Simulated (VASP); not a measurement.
# Ta (Im-3m) in VASP: settings compared

Aim: see how the results for Ta move with the level of theory and the settings. Levels: PBE+D3(BJ), r2SCAN. Tasks: equation of state, elastic constants.

Everything below comes from runs of VASP 6.6.1. Logs are shortened: lines on timing, memory, paths and dates and some standing lists are left out, and cuts for length are marked.

**Experimental background.**

“Refinement of the equation of state of tantalum”, 2004, arxiv:cond-mat/0403080 quotes, for a bulk crystal of Ta: bulk modulus 194 GPa.

The runs below are set against these values where they give the same quantity.

**1. The structure**

The structure is cubic, space group Im-3m (No. 229). Conventional cell: a = 3.295 Å, b = 3.295 Å, c = 3.295 Å, α = 90.00°, β = 90.00°, γ = 90.00°. Ta (site symmetry m-3m) has 8 Ta at 2.85 Å as nearest neighbours.

**2. Equation of state, PBE+D3(BJ), 17.17 Å³/atom (a relaxed cell with its volume scaled by 0.96)**

INCAR reads:

```
SYSTEM = Ta
PREC = Accurate
ENCUT = 520
EDIFF = 1E-7
ISMEAR = -1
SIGMA = 0.05
LREAL = .False.
LASPH = .True.
NELM = 100
ALGO = Normal
ISIF = 2
LWAVE = .False.
LCHARG = .False.
GGA = PE
IVDW = 12
```

KPOINTS reads:

```
Automatic mesh
0
Gamma
  10 10 10
  0 0 0
```

POSCAR reads:

```
Ta                                      
1.0
   -1.6253199997      1.6253199997      1.6253199997
    1.6253199997     -1.6253199997      1.6253199997
    1.6253199997      1.6253199997     -1.6253199997
  Ta            
     1
Direct
     0.0000000000000000    0.0000000000000000    0.0000000000000000
```

Potentials or basis: VASP PAW PBE potentials, release 64 (Ta_pv).

On the command line:

```console
cat potpaw_PBE.64/Ta_pv/POTCAR > POTCAR
mpirun -np 1 vasp_std > vasp.out
```

OUTCAR:

```text
SYSTEM = Ta
   PREC = Accurate
   ENCUT = 520
   EDIFF = 1E-7
   ISMEAR = -1
   LREAL = .False.
   LASPH = .True.
   NELM = 100
   ISIF = 2
   GGA = PE
   IVDW = 12
 IVDW          = 12

 ion  position               nearest neighbor table
   1  0.000  0.000  0.000-

  LATTYP: Found a body centered cubic cell.
 ALAT       =     3.2506399994

  Lattice vectors:

 A1 = (  -1.6253199997,   1.6253199997,   1.6253199997)
 A2 = (   1.6253199997,  -1.6253199997,   1.6253199997)
 A3 = (   1.6253199997,   1.6253199997,  -1.6253199997)

Analysis of symmetry for initial positions (statically):
=====================================================================
 Subroutine PRICEL returns:
 Original cell was already a primitive cell.

 Routine SETGRP: Setting up the symmetry group for a
 body centered cubic supercell.

 Subroutine GETGRP returns: Found 48 space group operations
 (whereof 48 operations were pure point group operations)
 out of a pool of 48 trial point group operations.

The static configuration has the point symmetry O_h .

Analysis of symmetry for dynamics (positions and initial velocities):
=====================================================================
 Subroutine PRICEL returns:
 Original cell was already a primitive cell.

 Routine SETGRP: Setting up the symmetry group for a
 body centered cubic supercell.

 Subroutine GETGRP returns: Found 48 space group operations
 (whereof 48 operations were pure point group operations)
 out of a pool of 48 trial point group operations.

The dynamic configuration has the point symmetry O_h .

 Subroutine INISYM returns: Found 48 space group operations
 (whereof 48 operations are pure point group operations),
 and found     1 'primitive' translations

----------------------------------------------------------------------------------------

                                     Primitive cell

  volume of cell :      17.1742

  direct lattice vectors                    reciprocal lattice vectors
    -1.625320000  1.625320000  1.625320000     0.000000000  0.307631728  0.307631728
     1.625320000 -1.625320000  1.625320000     0.307631728  0.000000000  0.307631728
     1.625320000  1.625320000 -1.625320000     0.307631728  0.307631728  0.000000000

  length of vectors
     2.815136818  2.815136818  2.815136818     0.435056962  0.435056962  0.435056962

  position of ions in fractional coordinates (direct lattice)
     0.000000000  0.000000000  0.000000000

  ion indices of the primitive-cell ions
   primitive index   ion index
                 1           1

----------------------------------------------------------------------------------------

 KPOINTS: Automatic mesh

Automatic generation of k-mesh.
 Grid dimensions read from file:
 generate k-points for:   10   10   10

 Generating k-lattice:

  Cartesian coordinates                     Fractional coordinates (reciprocal lattice)
     0.000000000  0.030763173  0.030763173     0.100000000  0.000000000  0.000000000
     0.030763173  0.000000000  0.030763173     0.000000000  0.100000000  0.000000000
     0.030763173  0.030763173  0.000000000     0.000000000  0.000000000  0.100000000

  Length of vectors
     0.043505696  0.043505696  0.043505696

  Shift w.r.t. Gamma in fractional coordinates (k-lattice)
     0.000000000  0.000000000  0.000000000

 Subroutine IBZKPT returns following result:
 ===========================================

 Found     47 irreducible k-points:

 Following reciprocal coordinates:
            Coordinates               Weight
  0.000000  0.000000  0.000000      1.000000
  0.100000  0.000000  0.000000     12.000000
  0.200000  0.000000  0.000000     12.000000
  0.300000  0.000000  0.000000     12.000000
  0.400000  0.000000  0.000000     12.000000
  0.500000  0.000000  0.000000      6.000000
[... 16 lines left out ...]
  0.300000  0.300000  0.100000      8.000000
 -0.300000  0.300000  0.100000     24.000000
 [... further k-points ...]
   k-points           NKPTS =     47   k-points in BZ     NKDIM =     47   number of bands    NBANDS=      9
   number of dos      NEDOS =    301   number of ions     NIONS =      1
   total plane-waves  NPLWV =  13824
   dimension x,y,z NGX =    24 NGY =   24 NGZ =   24
   dimension x,y,z NGXF=    48 NGYF=   48 NGZF=   48
   ions per type =               1
   NGX,Y,Z   is equivalent  to a cutoff of  14.17, 14.17, 14.17 a.u.
   NGXF,Y,Z  is equivalent  to a cutoff of  28.35, 28.35, 28.35 a.u.
 SYSTEM =  Ta
   PREC   = accura    normal or accurate (medium, high low for compatibility)
   ISTART =      0    job   : 0-new  1-cont  2-samecut
   ICHARG =      2    charge: 1-file 2-atom 10-const
   ISPIN  =      1    spin polarized calculation?
   LNONCOLLINEAR =      F non collinear calculations
   LSORBIT =      F    spin-orbit coupling
   LASPH  =      T    aspherical Exc in radial PAW
   ENCUT  =  520.0 eV  38.22 Ry    6.18 a.u.   5.23  5.23  5.23*2*pi/ulx,y,z
[... 53 lines left out ...]
 cond. band min:       5.8987727634   @ k =  -0.4000   0.4000   0.1000
 fundamental gap:      0.1503506441
 Fermi energy:         5.8977536105

 k-point     1 :       0.0000    0.0000    0.0000
  band No.  band energies     occupation
      1     -27.0282      2.00000
      2     -27.0282      2.00000
      3     -27.0282      2.00000
      4      -2.2163      2.00000
      5       6.5973      0.00000
      6       6.5973      0.00000
      7       6.5973      0.00000
      8      10.0451      0.00000
      9      10.0451      0.00000

 k-point     2 :       0.1000    0.0000    0.0000
  band No.  band energies     occupation
      1     -27.1712      2.00000
      2     -27.0717      2.00000
      3     -27.0292      2.00000
      4      -1.7498      2.00000
      5       6.2977      0.00067
      6       6.4889      0.00001
      7       7.0613      0.00000
      8       9.6120      0.00000
      9      10.0481      0.00000

 k-point     3 :       0.2000    0.0000    0.0000
  band No.  band energies     occupation
      1     -27.5316      2.00000
      2     -27.1838      2.00000
      3     -27.0317      2.00000
      4      -0.5346      2.00000
      5       5.6045      1.99434
      6       6.0021      0.22088
      7       8.4056      0.00000
      8       9.3043      0.00000
      9      10.1311      0.00000

 k-point     4 :       0.3000    0.0000    0.0000
  band No.  band energies     occupation
      1     -27.9527      2.00000
      2     -27.3193      2.00000
      3     -27.0350      2.00000
      4       0.7691      2.00000
      5       4.8776      2.00000
      6       5.7376      1.92188
      7       9.6621      0.00000
      8      10.4022      0.00000
      9      10.4676      0.00000

 k-point     5 :       0.4000    0.0000    0.0000
  band No.  band energies     occupation
      1     -28.2761      2.00000
      2     -27.4265      2.00000
      3     -27.0377      2.00000
      4       1.2663      2.00000
      5       4.3634      2.00000
      6       6.7225      0.00000
      7      10.0267      0.00000
      8      10.8125      0.00000
      9      12.8234      0.00000

 k-point     6 :       0.5000    0.0000    0.0000
  band No.  band energies     occupation
      1     -28.3959      2.00000
      2     -27.4669      2.00000
      3     -27.0388      2.00000
      4       1.2803      2.00000
      5       4.1807      2.00000
      6       7.6980      0.00000
      7       9.9590      0.00000
      8      11.0407      0.00000
      9      14.1338      0.00000
[... 169 lines left out ...]
 k-point    21 :       0.3000    0.2000    0.1000
  band No.  band energies     occupation
      1     -28.1214      2.00000
      2     -27.6501      2.00000
      3     -27.2849      2.00000
      4       3.1632      2.00000
      5       4.2524      2.00000
      6       5.5425      1.99836
      7      10.6175      0.00000
      8      11.1000      0.00000
      9      15.6314      0.00000

 k-point    22 :      -0.2000    0.2000    0.1000
  band No.  band energies     occupation
      1     -27.5341      2.00000
      2     -27.2298      2.00000
      3     -27.1402      2.00000
      4      -0.1138      2.00000
      5       5.9987      0.23436
      6       6.0989      0.03519
      7       7.9604      0.00000
      8       8.2415      0.00000
      9      10.9235      0.00000

 k-point    23 :       0.3000    0.3000    0.1000
  band No.  band energies     occupation
      1     -27.9050      2.00000
      2     -27.9050      2.00000
      3     -27.3271      2.00000
      4       3.4778      2.00000
      5       4.9508      2.00000
      6       4.9508      2.00000
      7      10.9799      0.00000
      8      10.9799      0.00000
      9      14.4008      0.00000

 k-point    24 :      -0.3000    0.3000    0.1000
  band No.  band energies     occupation
      1     -27.9334      2.00000
      2     -27.3676      2.00000
      3     -27.1385      2.00000
      4       1.1837      2.00000
      5       5.3195      1.99998
      6       5.4562      1.99971
      7       8.5310      0.00000
      8      10.3030      0.00000
      9      11.1096      0.00000

 [... further k-points ...]

------------------------ aborting loop because EDIFF is reached ----------------------------------------

 Edisp (eV)   -0.69590

 E8    (eV) :    -0.3646

  FORCE on cell =-STRESS in cart. coord.  units (eV):
  Direction    XX          YY          ZZ          XY          YZ          ZX
  --------------------------------------------------------------------------------------
  -------------------------------------------------------------------------------------
  Total       1.00212     1.00212     1.00212     0.00000     0.00000     0.00000
  in kB      93.48792    93.48792    93.48792     0.00000     0.00000     0.00000
  external pressure =       93.49 kB  Pullay stress =        0.00 kB

 VOLUME and BASIS-vectors are now :
 -----------------------------------------------------------------------------
  energy-cutoff  :      520.00
  volume of cell :       17.17
      direct lattice vectors                 reciprocal lattice vectors
    -1.625320000  1.625320000  1.625320000     0.000000000  0.307631728  0.307631728
     1.625320000 -1.625320000  1.625320000     0.307631728  0.000000000  0.307631728
     1.625320000  1.625320000 -1.625320000     0.307631728  0.307631728  0.000000000

 POSITION                                       TOTAL-FORCE (eV/Angst)
 -----------------------------------------------------------------------------------
      0.00000      0.00000      0.00000        -0.000000      0.000000      0.000000
 -----------------------------------------------------------------------------------
    total drift:                                0.000000      0.000000      0.000000

  FREE ENERGIE OF THE ION-ELECTRON SYSTEM (eV)
  ---------------------------------------------------
  free  energy   TOTEN  =       -12.4547540692 eV

  energy  without entropy=      -12.4440401230  energy(sigma->0) =      -12.44939710
```

It took 6.3 s on 1 thread of Intel Xeon Platinum 8488C (Sapphire Rapids), shared host; peak memory 0.15 GiB.

Results:

| Property | Result |
| --- | --- |
| Free energy | -12.4548 eV |
| Pressure | 9.3 GPa |
| Band gap on the k mesh | none (metal or under the smearing width) |
| Dispersion energy per atom | -0.696 eV |

Caveat: pairwise dispersion overbinds metals, which lowers pressure and volume.

**3. Equation of state, PBE+D3(BJ), 17.53 Å³/atom (a relaxed cell with its volume scaled by 0.98)**

INCAR is that of step 2.

KPOINTS is that of step 2.

POSCAR reads:

```
Ta                                      
1.0
   -1.6365294574      1.6365294574      1.6365294574
    1.6365294574     -1.6365294574      1.6365294574
    1.6365294574      1.6365294574     -1.6365294574
  Ta            
     1
Direct
     0.0000000000000000    0.0000000000000000    0.0000000000000000
```

Potentials or basis: VASP PAW PBE potentials, release 64 (Ta_pv).

On the command line:

```console
cat potpaw_PBE.64/Ta_pv/POTCAR > POTCAR
mpirun -np 1 vasp_std > vasp.out
```

Wall time 6.3 s (1 thread of Intel Xeon Platinum 8488C (Sapphire Rapids), shared host); peak memory 0.15 GiB.

Results (log left out):

| Item | Value |
| --- | --- |
| Free energy | -12.4702 eV |
| Pressure | 4.5 GPa |
| Band gap on the k mesh | none (metal or under the smearing width) |
| Dispersion energy per atom | -0.681 eV |

Caveat: pairwise dispersion overbinds metals, which lowers pressure and volume.

**4. Equation of state, PBE+D3(BJ), 17.89 Å³/atom**

INCAR is that of step 3.

KPOINTS is that of step 3.

POSCAR reads:

```
Ta                                      
1.0
   -1.6475874243      1.6475874243      1.6475874243
    1.6475874243     -1.6475874243      1.6475874243
    1.6475874243      1.6475874243     -1.6475874243
  Ta            
     1
Direct
     0.0000000000000000    0.0000000000000000    0.0000000000000000
```

On the command line:

```console
cat potpaw_PBE.64/Ta_pv/POTCAR > POTCAR
mpirun -np 1 vasp_std > vasp.out
```

Run time: 7.1 s. Hardware: 1 thread of Intel Xeon Platinum 8488C (Sapphire Rapids), shared host; peak memory 0.15 GiB.

The run converged. Its results:

| Item | Value |
| --- | --- |
| Free energy | -12.4752 eV |
| Pressure | 0.0 GPa |
| Band gap on the k mesh | none (metal or under the smearing width) |
| Dispersion energy per atom | -0.667 eV |

Caveat: pairwise dispersion overbinds metals, which lowers pressure and volume.

**5. Equation of state, PBE+D3(BJ), 18.25 Å³/atom (a relaxed cell with its volume scaled by 1.02)**

INCAR is that of step 4.

KPOINTS is that of step 4.

POSCAR reads:

```
Ta                                      
1.0
   -1.6584989173      1.6584989173      1.6584989173
    1.6584989173     -1.6584989173      1.6584989173
    1.6584989173      1.6584989173     -1.6584989173
  Ta            
     1
Direct
     0.0000000000000000    0.0000000000000000    0.0000000000000000
```

On the command line:

```console
cat potpaw_PBE.64/Ta_pv/POTCAR > POTCAR
mpirun -np 1 vasp_std > vasp.out
```

Wall time 6.3 s (1 thread of Intel Xeon Platinum 8488C (Sapphire Rapids), shared host); peak memory 0.15 GiB.

Results (log left out):

```
Free energy                : -12.4706 eV
Pressure                   : -4.1 GPa
Band gap on the k mesh     : none (metal or under the smearing width)
Dispersion energy per atom : -0.654 eV
```

Caveat: pairwise dispersion overbinds metals, which lowers pressure and volume.

**6. Equation of state, PBE+D3(BJ), 18.61 Å³/atom (a relaxed cell with its volume scaled by 1.04)**

INCAR is that of step 5.

KPOINTS is that of step 5.

POSCAR reads:

```
Ta                                      
1.0
   -1.6692686926      1.6692686926      1.6692686926
    1.6692686926     -1.6692686926      1.6692686926
    1.6692686926      1.6692686926     -1.6692686926
  Ta            
     1
Direct
     0.0000000000000000    0.0000000000000000    0.0000000000000000
```

Potentials or basis: VASP PAW PBE potentials, release 64 (Ta_pv).

On the command line:

```console
cat potpaw_PBE.64/Ta_pv/POTCAR > POTCAR
mpirun -np 1 vasp_std > vasp.out
```

It took 7 s on 1 thread of Intel Xeon Platinum 8488C (Sapphire Rapids), shared host; peak memory 0.14 GiB.

The run converged. Its results:

- Free energy: -12.4574 eV
- Pressure: -7.8 GPa
- Band gap on the k mesh: none (metal or under the smearing width)
- Dispersion energy per atom: -0.640 eV

Caveat: pairwise dispersion overbinds metals, which lowers pressure and volume.

**7. Equation of state, PBE+D3(BJ)**

No new run: the results of the series are fitted here.

Results:

```
Equilibrium volume                      : 17.89 Å³/atom
Bulk modulus                            : 213 GPa
Pressure derivative of the bulk modulus : 3.6 (rough: it moves with the points fitted)
```

Energy against volume, from the lowest point:
```tsv
volume (Å³/atom)	energy (meV/atom)
17.174	20.42
17.532	4.98
17.890	0.00
18.248	4.55
18.605	17.80
```

Spin-orbit coupling is left out, which matters for the levels of Ta.

**8. Elastic constants, r2SCAN**

This run uses another cell than the first one, of 18.01 Å³/atom, 1.007 times its volume.

POSCAR reads:

```
Ta
1.0
   -1.6512800000      1.6512800000      1.6512800000
    1.6512800000     -1.6512800000      1.6512800000
    1.6512800000      1.6512800000     -1.6512800000
Ta
1
Direct
    0.0000000000      0.0000000000      0.0000000000
```

INCAR.step1 reads:

```
SYSTEM = Ta
PREC = Accurate
ENCUT = 600
EDIFF = 1E-8
ISMEAR = 1
SIGMA = 0.1
LREAL = .False.
LASPH = .True.
NELM = 100
ALGO = Normal
ISIF = 3
LWAVE = .False.
LCHARG = .False.
METAGGA = R2SCAN
LMIXTAU = .True.
IBRION = 2
NSW = 40
EDIFFG = -0.002
```

INCAR.step2 reads:

```
SYSTEM = Ta
PREC = Accurate
ENCUT = 600
EDIFF = 1E-8
ISMEAR = 1
SIGMA = 0.1
LREAL = .False.
LASPH = .True.
NELM = 100
ALGO = Normal
ISIF = 3
LWAVE = .False.
LCHARG = .False.
METAGGA = R2SCAN
LMIXTAU = .True.
IBRION = 6
NFREE = 2
POTIM = 0.015
NSW = 1
```

KPOINTS reads:

```
regular mesh
0
Gamma
  8 8 8
  0 0 0
```

On the command line:

```console
cat potpaw_PBE.64/Ta_pv/POTCAR > POTCAR
cp INCAR.step1 INCAR
mpirun -np 1 vasp_std > vasp.out
cp CONTCAR POSCAR
cp INCAR.step2 INCAR
mpirun -np 1 vasp_std > vasp.out
```

Wall time 6.3 min (1 thread of Intel Xeon 6975P-C (Granite Rapids), shared host); peak memory 0.2 GiB.

Results (log left out):

```
Relaxed volume                         : 17.86 Å³/atom
Relaxed cell                           : a = 2.852 Å, b = 2.852 Å, c = 2.852 Å, α = 109.47°, β = 109.47°, γ = 109.47°
Space group after relaxing (to 0.05 Å) : Im-3m (No. 229)
Elastic constants C11, C12, C44        : 307, 162, 122 GPa
Voigt bulk modulus                     : 210 GPa
```

The path:
```tsv
step	energy change (eV)	largest force (eV/Å)	pressure (GPa)	volume (Å³)
1	0.0000	0.0000	-1.71	18.01
2	0.0039	0.0000	4.39	17.51
3	-0.0008	0.0000	0.00	17.86
```

Final structure:
```xyz
1
Lattice="-1.6468 1.6468 1.6468 1.6468 -1.6468 1.6468 1.6468 1.6468 -1.6468" Properties=species:S:1:pos:R:3 pbc="T T T"
Ta    0.0000    0.0000    0.0000
```

Elastic tensor in Voigt notation (GPa, in the Cartesian axes of the cell as first typed):
```
307 162 162   0   0   0
162 307 162   0   0   0
162 162 307   0   0   0
  0   0   0 122   0   0
  0   0   0   0 122   0
  0   0   0   0   0 122
```

Clamped-ion elastic tensor (GPa):
```
307 162 162   0   0   0
162 307 162   0   0   0
162 162 307   0   0   0
  0   0   0 122   0   0
  0   0   0   0 122   0
  0   0   0   0   0 122
```

Caveat: the PAW data sets were made with another functional, which shifts forces and pressure a little.

**9. How close it comes**

Step 7. A measured bulk modulus of Ta is 194 GPa (quoted in “Refinement of the equation of state of tantalum”, 2004, arxiv:cond-mat/0403080); the calculated 213 GPa misses it by +9.9 %. The fit is for a static lattice scaled at fixed shape and fixed fractional positions.
